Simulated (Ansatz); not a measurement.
Independent-particle absorption of PbI₂ (P-3m1, a = 4.679 Å, b = 4.679 Å, c = 7.690 Å, α = 90.00°, β = 90.00°, γ = 120.00°), no local fields or excitons, 0.1 eV broadening. All numbers below come from Ansatz 0.2.0, DFT PBE, scalar-relativistic, plane waves, PAW.

Plane waves to 420 eV, a k mesh through Γ of 6×6×4 on the computed 3-atom cell and Gaussian smearing (0.02 eV); no spin polarisation. The spectrum is summed on a 9×9×6 mesh.

```
CELL_PARAMETERS angstrom
4.67855 0.00000 0.00000
-2.33927 4.05174 0.00000
0.00000 0.00000 7.69038
ATOMIC_POSITIONS crystal
Pb 0.00000 0.00000 0.00000
I 0.33333 0.66667 0.24128
I 0.66667 0.33333 0.75872
```

(photon energy (eV), ε2,xx): (0.0, 0.00), (0.2, 0.00), (0.6, 0.00), (0.8, 0.00), (1.2, 0.00), (1.4, 0.00), (1.6, 0.00), (2.0, 0.00), (2.2, 0.00), (2.6, 0.02), (2.8, 0.24), (3.0, 2.32), (3.4, 9.95), (3.6, 16.27), (4.0, 18.94), (4.2, 16.31), (4.4, 12.11), (4.8, 8.30), (5.0, 5.23), (5.4, 1.99), (5.6, 0.77), (5.8, 0.49), (6.2, 0.76), (6.4, 1.40), (6.8, 1.40), (7.0, 1.09), (7.2, 1.42), (7.6, 7.13), (7.8, 4.05), (8.2, 3.08), (8.4, 2.53), (8.6, 2.46), (9.0, 2.19), (9.2, 2.35), (9.6, 2.21), (9.8, 2.19)

The strongest peak lies near 4.0 eV. ε∞ (xx, yy, zz) = 6.4, 6.4, 5.7.

Cost: 1 run of about 2.2 core-minutes, on Intel Xeon Platinum 8259CL (Skylake/Cascade Lake) (shared hosts).